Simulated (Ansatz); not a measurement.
Crystal: InSe.

```
In Se
1.0
     2.00000    1.15470    8.44000
    -2.00000    1.15470    8.44000
     0.00000   -2.30940    8.44000
In Se
2 2
Cartesian
  0.0000 0.0000 22.4994
  0.0000 0.0000 0.0000
  0.0000 0.0000 4.3525
  0.0000 0.0000 9.7102
```

| Property | Result |
| --- | --- |
| Program | Ansatz 0.2.0 |
| Task | relaxation of cell and atoms |
| Functional | LDA |
| Potentials or basis | Ansatz PAW |
| Cutoff | 420 eV (not typed: the program's choice for these potentials) |
| k mesh | 8 × 8 × 8 |
| Occupations | fermi-dirac, width 0.05 eV |
| Spin | no spin polarisation |

At the start: volume 29.24 Å³/atom.

Q: How do energy, volume and symmetry change on relaxing?

A: It ends after 6 steps and the volume is 27.80 Å³/atom (-4.9 %); space group R3m (No. 160, to 0.05 Å).

Step by step:
```
step  energy change (eV)  largest force (eV/Å)  volume (Å³)
   1              0.0000                0.2372       116.95
   2             -0.0253                0.1044       113.63
   3             -0.0315                0.0496       110.59
   4             -0.0321                0.0180       111.24
   5             -0.0322                0.0011       111.20
   6             -0.0313                0.0012       111.20
```

Final structure:
```
CELL_PARAMETERS angstrom
1.98682 1.14709 8.13226
-1.98682 1.14709 8.13226
0.00000 -2.29418 8.13226
ATOMIC_POSITIONS crystal
In 0.88811 0.88811 0.88811
In 0.00052 0.00052 0.00052
Se 0.16956 0.16956 0.16956
Se 0.38581 0.38581 0.38581
```

Caveat: the plane-wave basis is chosen anew once the cell has moved, so the energies of steps on either side of that aren't comparable; the PAW data sets come from PBE, with cores solved anew for the run's functional, which leaves a small shift of forces and pressure.
